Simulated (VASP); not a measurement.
# Te (P3_121) in VASP: notebook

One crystal, Te, is run at these levels: PBE, PBEsol; tasks: single point.

Everything below comes from runs of VASP 6.6.1. Logs are shortened: lines on timing, memory, paths and dates and some standing lists are left out, and cuts for length are marked.

### 1 Starting point

The structure is trigonal, space group P3_121 (No. 152). The conventional cell has a = 4.314 Å, b = 4.314 Å, c = 5.969 Å, α = 90.00°, β = 90.00°, γ = 120.00°. Around Te (site symmetry 2) lie 6 Te at 2.91 to 3.35 Å.

### 2 Single point, PBE

The input, INCAR:

```
PREC = Accurate
ENCUT = 450
EDIFF = 1E-6
ISMEAR = 1
SIGMA = 0.1
LREAL = False
LASPH = True
NELM = 120
ALGO = Normal
ISIF = 2
LWAVE = False
LCHARG = False
GGA = PE
KPAR = 4
```

The input, KPOINTS:

```
Automatic mesh
0
Gamma
  11 11 8
```

The input, POSCAR:

```
Te                                      
1.0
    4.3139246386      0.0000000000      0.0000000000
   -2.1569623193      3.7359683271      0.0000000000
    0.0000000000     -0.0000000000      5.9692437612
  Te            
     3
Direct
     0.2850848425126269    0.0000000000000000    0.3333333332999970
     0.0000000000000004    0.2850848425126277    0.6666666667000030
     0.7149151574873724    0.7149151574873722    0.0000000000000000
```

Potentials or basis: VASP PAW PBE potentials, release 64 (Te).

The run is started by

```
$ cat potpaw_PBE.64/Te/POTCAR > POTCAR
$ mpirun -np 4 vasp_std > vasp.out
```

OUTCAR:

```text
PREC = Accurate
   ENCUT = 450
   EDIFF = 1E-6
   ISMEAR = 1
   LREAL = False
   LASPH = True
   NELM = 120
   ISIF = 2
   GGA = PE

 ion  position               nearest neighbor table
   1  0.285  0.000  0.333-   3 2.91   2 2.91   3 3.35   3 3.35   2 3.35   2 3.35
   2  0.000  0.285  0.667-   3 2.91   1 2.91   3 3.35   3 3.35   1 3.35   1 3.35
   3  0.715  0.715  0.000-   1 2.91   2 2.91   1 3.35   2 3.35   2 3.35   1 3.35

  LATTYP: Found a hexagonal cell.
 ALAT       =     4.3139246386
 C/A-ratio  =     1.3837153546

  Lattice vectors:

 A1 = (   4.3139246386,   0.0000000000,   0.0000000000)
 A2 = (  -2.1569623193,   3.7359683271,   0.0000000000)
 A3 = (   0.0000000000,   0.0000000000,   5.9692437612)

Analysis of symmetry for initial positions (statically):
=====================================================================
 Subroutine PRICEL returns:
 Original cell was already a primitive cell.

 Routine SETGRP: Setting up the symmetry group for a
 hexagonal supercell.

 Subroutine GETGRP returns: Found  6 space group operations
 (whereof  2 operations were pure point group operations)
 out of a pool of 24 trial point group operations.

The static configuration has the point symmetry C_2 .
 The point group associated with its full space group is D_3 .

Analysis of symmetry for dynamics (positions and initial velocities):
=====================================================================
 Subroutine PRICEL returns:
 Original cell was already a primitive cell.

 Routine SETGRP: Setting up the symmetry group for a
 hexagonal supercell.

 Subroutine GETGRP returns: Found  6 space group operations
 (whereof  2 operations were pure point group operations)
 out of a pool of 24 trial point group operations.

The dynamic configuration has the point symmetry C_2 .
 The point group associated with its full space group is D_3 .

 Subroutine INISYM returns: Found  6 space group operations
 (whereof  2 operations are pure point group operations),
 and found     1 'primitive' translations

----------------------------------------------------------------------------------------

                                     Primitive cell

  volume of cell :      96.2044

  direct lattice vectors                    reciprocal lattice vectors
     4.313924639  0.000000000  0.000000000     0.231807480  0.133834111  0.000000000
    -2.156962319  3.735968327  0.000000000     0.000000000  0.267668222  0.000000000
     0.000000000  0.000000000  5.969243761     0.000000000  0.000000000  0.167525409

  length of vectors
     4.313924639  4.313924639  5.969243761     0.267668222  0.267668222  0.167525409

  position of ions in fractional coordinates (direct lattice)
     0.285084843  0.000000000  0.333333333
     0.000000000  0.285084843  0.666666667
     0.714915157  0.714915157  0.000000000

  ion indices of the primitive-cell ions
   primitive index   ion index
                 1           1
                 2           2
                 3           3

----------------------------------------------------------------------------------------

 KPOINTS: Automatic mesh

Automatic generation of k-mesh.
 Grid dimensions read from file:
 generate k-points for:   11   11    8

 Generating k-lattice:

  Cartesian coordinates                     Fractional coordinates (reciprocal lattice)
     0.021073407  0.012166737  0.000000000     0.090909091  0.000000000  0.000000000
     0.000000000  0.024333475  0.000000000     0.000000000  0.090909091  0.000000000
     0.000000000  0.000000000  0.020940676     0.000000000  0.000000000  0.125000000

  Length of vectors
     0.024333475  0.024333475  0.020940676

  Shift w.r.t. Gamma in fractional coordinates (k-lattice)
     0.000000000  0.000000000  0.000000000

 Subroutine IBZKPT returns following result:
 ===========================================

 Found    110 irreducible k-points:

 Following reciprocal coordinates:
            Coordinates               Weight
  0.000000  0.000000  0.000000      1.000000
  0.090909 -0.000000  0.000000      6.000000
  0.181818  0.000000  0.000000      6.000000
  0.272727  0.000000  0.000000      6.000000
  0.363636 -0.000000  0.000000      6.000000
  0.454545  0.000000  0.000000      6.000000
[... 16 lines left out ...]
  0.000000  0.272727  0.125000      6.000000
  0.363636 -0.000000  0.125000      6.000000
 [... further k-points ...]
   k-points           NKPTS =    110   k-points in BZ     NKDIM =    110   number of bands    NBANDS=     13
   number of dos      NEDOS =    301   number of ions     NIONS =      3
   total plane-waves  NPLWV =  37800
   dimension x,y,z NGX =    30 NGY =   30 NGZ =   42
   dimension x,y,z NGXF=    60 NGYF=   60 NGZF=   84
   ions per type =               3
   NGX,Y,Z   is equivalent  to a cutoff of  11.56, 11.56, 11.70 a.u.
   NGXF,Y,Z  is equivalent  to a cutoff of  23.12, 23.12, 23.39 a.u.
 SYSTEM =  unknown system
   PREC   = accura    normal or accurate (medium, high low for compatibility)
   ISTART =      0    job   : 0-new  1-cont  2-samecut
   ICHARG =      2    charge: 1-file 2-atom 10-const
   ISPIN  =      1    spin polarized calculation?
   LNONCOLLINEAR =      F non collinear calculations
   LSORBIT =      F    spin-orbit coupling
   LASPH  =      T    aspherical Exc in radial PAW
   ENCUT  =  450.0 eV  33.07 Ry    5.75 a.u.   7.46  7.46 10.32*2*pi/ulx,y,z
   NELM   =    120;   NELMIN=  2; NELMDL= -5     # of ELM steps
   EDIFF  = 0.1E-05   stopping-criterion for ELM
   LREAL  =      F    real-space projection
   EDIFFG = 0.1E-04   stopping-criterion for IOM
   NSW    =      0    number of steps for IOM
   IBRION =     -1    ionic relax: 0-MD 1-quasi-New 2-CG
   NFREE  =      0    steps in history (QN), initial steepest desc. (CG)
   ISIF   =      2    stress and relaxation
   ISYM   =      2    0-nonsym 1-usesym 2-fastsym
   POTIM  = 0.5000    time-step for ionic-motion
   TEBEG  =    0.0;   TEEND  =   0.0 temperature during run
   PSTRESS=    0.0 pullay stress
   NELECT =      18.0000    total number of electrons
   NUPDOWN=      -1.0000    fix difference up-down
   EMIN   =  10.00;   EMAX   =-10.00  energy-range for DOS
   EFERMI =   0.00;   METHOD = LEGACY
   ISMEAR =     1;   SIGMA  =   0.10  broadening in eV -4-tet -1-fermi 0-gaus
   EFERMI_NEDOS =   21; number of points for ismear=-14 and -15
   IALGO  =     38    algorithm
   IMIX   =      4    mixing-type and parameters
     AMIX     =   0.40;   BMIX     =  1.00
     AMIX_MAG =   1.60;   BMIX_MAG =  1.00
  volume/ion in A,a.u.               =      32.07       216.41
  Fermi-wavevector in a.u.,A,eV,Ry     =   0.936341  1.769428 11.928693  0.876734
  Thomas-Fermi vector in A             =   2.063340
   LORBIT       =      0    0 simple, 1 ext, 2 COOP (PROOUT), +10 PAW based schemes
   GGA     = PE    functional components
   LHFCALC =     F    Hartree Fock is set to
   AEXX    =    0.0000 exact exchange contribution
   IVDW    =     0    specifies the selected vdW correction
   LEPSILON=     F    determine dielectric tensor
   LRPA    =     F    only Hartree local field effects (RPA)
 non-spin polarized calculation
 Methfessel and Paxton  Order N= 1 SIGMA  =   0.10
  energy-cutoff  :      450.00
  volume of cell :       96.20
 maximum number of plane-waves:      2105
 NGX is ok and might be reduce to    30
   NGX = 15   NGY = 15   NGZ = 21

 number of electron      17.9999999 magnetization

 Free energy of the ion-electron system (eV)
  ---------------------------------------------------
  ext. energy  EPLUGINS =         0.00000000
  ---------------------------------------------------
  free energy    TOTEN  =        -9.37500896 eV

  energy without entropy =       -9.37505862  energy(sigma->0) =       -9.37502551

 E-fermi :   6.7301     XC(G=0):  -9.3513

 val. band max:        6.6465999744   @ k =   0.3636   0.2727   0.5000
 cond. band min:       6.9423041131   @ k =   0.0000   0.0000   0.5000
 fundamental gap:      0.2957041387
 Fermi energy:         6.7301040507

 k-point     1 :       0.0000    0.0000    0.0000
  band No.  band energies     occupation
      1      -7.1965      2.00000
      2      -3.8232      2.00000
      3      -3.8232      2.00000
      4       3.7682      2.00000
      5       4.1151      2.00000
      6       4.1151      2.00000
      7       4.9228      2.00000
      8       4.9228      2.00000
      9       5.5463      2.00000
     10       7.6902     -0.00000
     11       7.6902     -0.00000
     12       8.3915     -0.00000
     13      11.5608      0.00000

 k-point     2 :       0.0909   -0.0000    0.0000
  band No.  band energies     occupation
      1      -7.1300      2.00000
      2      -3.8282      2.00000
      3      -3.8010      2.00000
      4       3.1532      2.00000
      5       3.6658      2.00000
      6       3.8584      2.00000
      7       5.2467      2.00000
      8       5.4433      2.00000
      9       5.9500      2.00000
     10       7.3625     -0.00000
     11       7.6101     -0.00000
     12       8.2151     -0.00000
     13      11.3360      0.00000

 k-point     3 :       0.1818    0.0000    0.0000
  band No.  band energies     occupation
      1      -6.9340      2.00000
      2      -3.8736      2.00000
      3      -3.7367      2.00000
      4       2.2887      2.00000
      5       3.0569      2.00000
      6       3.4608      2.00000
      7       5.6372      2.00000
      8       5.7287      2.00000
      9       5.9620      2.00000
     10       7.4398     -0.00000
     11       7.4963     -0.00000
     12       8.0276     -0.00000
     13      10.6495      0.00000
[... 305 lines left out ...]
 k-point    23 :       0.0000    0.2727    0.1250
  band No.  band energies     occupation
      1      -6.5643      2.00000
      2      -4.4831      2.00000
      3      -3.1760      2.00000
      4       1.5871      2.00000
      5       2.2614      2.00000
      6       3.1304      2.00000
      7       5.6692      2.00000
      8       5.8949      2.00000
      9       6.0151      2.00000
     10       7.1916     -0.00000
     11       7.4395     -0.00000
     12       8.0625     -0.00000
     13       9.7547      0.00000

 k-point    24 :       0.3636   -0.0000    0.1250
  band No.  band energies     occupation
      1      -6.2018      2.00000
      2      -4.2870      2.00000
      3      -3.6973      2.00000
      4       1.8977      2.00000
      5       2.4127      2.00000
      6       2.9129      2.00000
      7       3.1383      2.00000
      8       5.4388      2.00000
      9       5.5534      2.00000
     10       7.5468     -0.00000
     11       8.0724     -0.00000
     12       9.8516      0.00000
     13      10.1528      0.00000

 [... further k-points ...]

------------------------ aborting loop because EDIFF is reached ----------------------------------------

  FORCE on cell =-STRESS in cart. coord.  units (eV):
  Direction    XX          YY          ZZ          XY          YZ          ZX
  --------------------------------------------------------------------------------------
  -------------------------------------------------------------------------------------
  Total        1.4461107      1.4461107      1.4630268      0.0000000      0.0000000      0.0000000
  in kB       24.0833590     24.0833590     24.3650787      0.0000000      0.0000000      0.0000000
  external PRESSURE =      24.1772656 kB  Pullay stress =       0.0000000 kB

 VOLUME and BASIS-vectors are now :
 -----------------------------------------------------------------------------
  energy-cutoff  :      450.00
  volume of cell :       96.20
      direct lattice vectors                 reciprocal lattice vectors
     4.313924639  0.000000000  0.000000000     0.231807480  0.133834111  0.000000000
    -2.156962319  3.735968327  0.000000000     0.000000000  0.267668222  0.000000000
     0.000000000  0.000000000  5.969243761     0.000000000  0.000000000  0.167525409

 POSITION                                       TOTAL-FORCE (eV/Angst)
 -----------------------------------------------------------------------------------
      1.22983      0.00000      1.98975         0.008618     -0.000000      0.000000
     -0.61492      1.06507      3.97950        -0.004309      0.007464     -0.000000
      1.54205      2.67090      0.00000        -0.004309     -0.007464      0.000000
 -----------------------------------------------------------------------------------
    total drift:                                0.000000      0.000000     -0.000000

  FREE ENERGIE OF THE ION-ELECTRON SYSTEM (eV)
  ---------------------------------------------------
  free  energy   TOTEN  =        -9.3750089618 eV

  energy  without entropy=       -9.3750586166  energy(sigma->0) =       -9.37502551
```

Wall time 20 s (4 MPI ranks of Intel Xeon Platinum 8488C (Sapphire Rapids), shared host); peak memory 0.23 GiB.

What came out:

| Item | Value |
| --- | --- |
| Free energy | -9.3750 eV |
| Pressure | 2.4 GPa |
| Largest force | 0.009 eV/Å |
| Band gap on the k mesh | 0.30 eV, indirect (least direct gap 0.39 eV) |

Forces on the atoms (eV/Å):
```
Te   0.009  0.000  0.000
Te  -0.004  0.007  0.000
Te  -0.004 -0.007  0.000
```

Levels at points of the mesh, in eV from the valence-band top:
| k point | band 7 | band 8 | band 9 | band 10 | band 11 | band 12 |
| --- | --- | --- | --- | --- | --- | --- |
| (0.00, 0.00, 0.00) | -1.72 | -1.72 | -1.10 | 1.04 | 1.04 | 1.74 |
| (0.00, 0.00, 0.50) | -1.22 | -0.79 | -0.79 | 0.30 | 0.39 | 0.39 |

Caveat: spin-orbit coupling is left out, which moves the levels of the heavy elements; an odd mesh through Γ misses points on the zone boundary, where band edges often lie.

### 3 Single point, PBEsol

Edit INCAR of step 2 so:

```diff
@@ -12,3 +12,3 @@
 LCHARG = False
-GGA = PE
+GGA = PS
 KPAR = 4
```

KPOINTS is that of step 2.

POSCAR is that of step 2.

Potentials or basis: VASP PAW PBE potentials, release 64 (Te).

The run is started by

```
$ cat potpaw_PBE.64/Te/POTCAR > POTCAR
$ mpirun -np 4 vasp_std > vasp.out
```

OUTCAR:

```text
PREC = Accurate
   ENCUT = 450
   EDIFF = 1E-6
   ISMEAR = 1
   LREAL = False
   LASPH = True
   NELM = 120
   ISIF = 2
   GGA = PS

 ion  position               nearest neighbor table
   1  0.285  0.000  0.333-   3 2.91   2 2.91   3 3.35   3 3.35   2 3.35   2 3.35
   2  0.000  0.285  0.667-   3 2.91   1 2.91   3 3.35   3 3.35   1 3.35   1 3.35
   3  0.715  0.715  0.000-   1 2.91   2 2.91   1 3.35   2 3.35   2 3.35   1 3.35

  LATTYP: Found a hexagonal cell.
 ALAT       =     4.3139246386
 C/A-ratio  =     1.3837153546

  Lattice vectors:
[... 579 lines left out ...]

  FORCE on cell =-STRESS in cart. coord.  units (eV):
  Direction    XX          YY          ZZ          XY          YZ          ZX
  --------------------------------------------------------------------------------------
  -------------------------------------------------------------------------------------
  Total       -0.0470497     -0.0470497     -0.1083906     -0.0000000     -0.0000000     -0.0000000
  in kB       -0.7835608     -0.7835608     -1.8051236     -0.0000000     -0.0000000     -0.0000000
  external PRESSURE =      -1.1240817 kB  Pullay stress =       0.0000000 kB

 VOLUME and BASIS-vectors are now :
 -----------------------------------------------------------------------------
  energy-cutoff  :      450.00
  volume of cell :       96.20
      direct lattice vectors                 reciprocal lattice vectors
     4.313924639  0.000000000  0.000000000     0.231807480  0.133834111  0.000000000
    -2.156962319  3.735968327  0.000000000     0.000000000  0.267668222  0.000000000
     0.000000000  0.000000000  5.969243761     0.000000000  0.000000000  0.167525409

 POSITION                                       TOTAL-FORCE (eV/Angst)
 -----------------------------------------------------------------------------------
      1.22983      0.00000      1.98975        -0.007813     -0.000000     -0.000000
     -0.61492      1.06507      3.97950         0.003906     -0.006766      0.000000
      1.54205      2.67090      0.00000         0.003906      0.006766     -0.000000
 -----------------------------------------------------------------------------------
    total drift:                                0.000000     -0.000000     -0.000000

  FREE ENERGIE OF THE ION-ELECTRON SYSTEM (eV)
  ---------------------------------------------------
  free  energy   TOTEN  =       -10.5815123367 eV

  energy  without entropy=      -10.5815703988  energy(sigma->0) =      -10.58153169
```

OSZICAR:

```text
N       E                     dE             d eps       ncg     rms          rms(c)
DAV:   1     0.720428004700E+02    0.72043E+02   -0.61081E+03  2860   0.992E+02
DAV:   2    -0.574106873668E+01   -0.77784E+02   -0.74753E+02  3960   0.149E+02
DAV:   3    -0.105196771803E+02   -0.47786E+01   -0.47426E+01  3445   0.426E+01
DAV:   4    -0.106026517070E+02   -0.82975E-01   -0.82927E-01  3550   0.679E+00
DAV:   5    -0.106040821129E+02   -0.14304E-02   -0.14304E-02  3449   0.847E-01    0.135E+01
DAV:   6    -0.105874802535E+02    0.16602E-01   -0.12784E-02  3055   0.756E-01    0.842E+00
DAV:   7    -0.105818916072E+02    0.55886E-02   -0.25988E-02  3015   0.107E+00    0.252E-01
DAV:   8    -0.105814972795E+02    0.39433E-03   -0.43359E-03  2920   0.425E-01    0.117E-01
DAV:   9    -0.105815133515E+02   -0.16072E-04   -0.12070E-04  3642   0.859E-02    0.715E-02
DAV:  10    -0.105815133209E+02    0.30579E-07   -0.11130E-05  3184   0.242E-02    0.808E-03
DAV:  11    -0.105815122377E+02    0.10832E-05   -0.30105E-06  2950   0.112E-02    0.322E-03
DAV:  12    -0.105815123367E+02   -0.98933E-07   -0.29185E-07  1530   0.376E-03
   1 F= -.10581512E+02 E0= -.10581532E+02  d E =0.580621E-04
```

stdout:

```text
POSCAR found type information on POSCAR Te
 POSCAR found :  1 types and       3 ions
 scaLAPACK will be used
 -----------------------------------------------------------------------------
|                                                                             |
|                                                                             |
|     You enforced a specific xc type in the INCAR file but a different       |
|     I HOPE YOU KNOW WHAT YOU ARE DOING!                                     |
|                                                                             |
 -----------------------------------------------------------------------------

 LDA part: xc-table for (Slater+PW92), standard interpolation
 POSCAR, INCAR and KPOINTS ok, starting setup
 FFT: planning ... GRIDC
 FFT: planning ... GRID_SOFT
 FFT: planning ... GRID
 WAVECAR not read
 entering main loop
```

Run time: 19 s. Hardware: 4 MPI ranks of Intel Xeon Platinum 8488C (Sapphire Rapids), shared host; peak memory 0.24 GiB.

What came out:

```
Free energy            : -10.5815 eV
Pressure               : -0.1 GPa
Largest force          : 0.008 eV/Å
Band gap on the k mesh : 0.29 eV, indirect (least direct gap 0.38 eV)
```

Forces in eV/Å, atoms in the order of the input:
```
Te  -0.008  0.000  0.000
Te   0.004 -0.007  0.000
Te   0.004  0.007  0.000
```

Caveat: the PAW data sets were made with another functional, which shifts forces and pressure a little; spin-orbit coupling is left out, which moves the levels of the heavy elements; an odd mesh through Γ misses points on the zone boundary, where band edges often lie.
